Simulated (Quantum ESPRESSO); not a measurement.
A calculation with Quantum ESPRESSO 7.5 of Al2Cu (native input, structure typed inline):

Contents of pw.in:

```
&CONTROL
  calculation = 'scf'
  prefix = 'pwscf'
  outdir = './tmp'
  pseudo_dir = './pseudo'
  tprnfor = .true.
  tstress = .true.
  disk_io = 'nowf'
/
&SYSTEM
  ibrav = 0
  nat = 3
  ntyp = 2
  ecutwfc = 55
  ecutrho = 440
  nbnd = 15
  occupations = 'smearing'
  smearing = 'fd'
  degauss = 0.00367493
/
&ELECTRONS
  conv_thr = 6d-10
  electron_maxstep = 120
  mixing_beta = 0.5
/
ATOMIC_SPECIES
Al    26.9815 Al.pbe-n-kjpaw_psl.1.0.0.UPF
Cu    63.5460 Cu.paw.z_11.ld1.psl.v1.0.0-low.upf
CELL_PARAMETERS angstrom
   4.1051820000    0.0000000000    0.0000000000
   0.0000000000    4.1051820000    0.0000000000
   0.0000000000    0.0000000000    2.8913130000
ATOMIC_POSITIONS crystal
Al     0.5115535800    0.9895439700    0.3192765200
Al     0.0756110800    0.5215975200    0.5638275300
Cu     0.9128353400    0.9888585200    0.1168959500
K_POINTS automatic
7 7 9 0 0 0
```

Potentials or basis: SSSP 1.3 efficiency PBE.

Launch:

```bash
$ OMP_NUM_THREADS=1 pw.x -in pw.in > pw.out
```

The cell comes from a database or a generator and needn't be the stable form of this composition.

Q: Write the same calculation in another form: ASE script, structure from a POSCAR.

A: As run:

run.py

```python
import numpy as np
from ase.calculators.espresso import Espresso, EspressoProfile
from ase.io import read

atoms = read('POSCAR')

input_data = {
    'control': {'calculation': 'scf', 'prefix': 'pwscf', 'outdir': './tmp', 'tprnfor': True, 'tstress': True, 'disk_io': 'nowf'},
    'system': {'ecutwfc': 55.0, 'ecutrho': 440.0, 'nbnd': 15, 'occupations': 'smearing', 'smearing': 'fd', 'degauss': 0.00367493},
    'electrons': {'conv_thr': 6e-10, 'electron_maxstep': 120, 'mixing_beta': 0.5},
}
pseudopotentials = {'Al': 'Al.pbe-n-kjpaw_psl.1.0.0.UPF', 'Cu': 'Cu.paw.z_11.ld1.psl.v1.0.0-low.upf'}
profile = EspressoProfile(command='pw.x', pseudo_dir='pseudo')
dft = Espresso(profile=profile, input_data=input_data, pseudopotentials=pseudopotentials, kpts=(7, 7, 9), koffset=(0, 0, 0))
atoms.calc = dft

print(f'energy {atoms.get_potential_energy():.8f} eV')
print('forces (eV/A)')
print(np.round(atoms.get_forces(), 6))
print('stress (eV/A^3, Voigt)')
print(np.round(atoms.get_stress(), 8))
print(f'Fermi level {dft.get_fermi_level():.4f} eV')
```

POSCAR

```
Al2Cu
1.0
    4.1051820000      0.0000000000      0.0000000000
    0.0000000000      4.1051820000      0.0000000000
    0.0000000000      0.0000000000      2.8913130000
Al Cu
2 1
Direct
    0.5115535800      0.9895439700      0.3192765200
    0.0756110800      0.5215975200      0.5638275300
    0.9128353400      0.9888585200      0.1168959500
```

Potentials or basis: SSSP 1.3 efficiency PBE.

Command:

```console
$ OMP_NUM_THREADS=1 python run.py
```

Both were run:

|  | native input, structure typed inline | ASE script, structure from a POSCAR |
| --- | --- | --- |
| Pressure | 22.9 GPa | 22.9 GPa |
| Largest force | 12.561 eV/Å | 12.561 eV/Å |
| Band gap on the k mesh | none (metal or under the smearing width) | none (metal or under the smearing width) |

Keys that steer only the numerical path or the files written may differ.

Caveat: so large a pressure means that the cell lies far from this level's equilibrium, or that cutoff or potentials fall short; forces of over 1 eV/Å show positions far from the minimum, so gaps and moduli don't describe the material at rest.
